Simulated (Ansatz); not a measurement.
Cu Kα1 powder pattern (kinematic, no thermal factors).
2θ (°) (relative intensity): 44.19 (100), 44.26 (100), 51.48 (62), 51.62 (31), 75.69 (9), 75.89 (9), 75.90 (35)

The pattern is computed from a structure relaxed with DFT PBE, scalar-relativistic, plane waves, PAW in Ansatz 0.2.0. Collinear spin, ending at 7.4 μB a primitive cell. Its elements are Co, Fe.

Give the structure.

FeCo3.
Space group Cmmm (No. 65). a = 5.011 Å, b = 7.077 Å, c = 2.511 Å, α = 90.00°, β = 90.00°, γ = 90.00°
```tsv
atom	site	symmetry	x	y	z
Fe	2a	mmm	0.0000	0.0000	0.0000
Co	4f	..2/m	0.2500	0.2500	0.5000
Co	2b	mmm	0.5000	0.0000	0.0000
```

A pattern alone doesn't exclude other cells with like lines; this is the one computed.

The cell was found from a structure generator's guess, not taken from experiment.
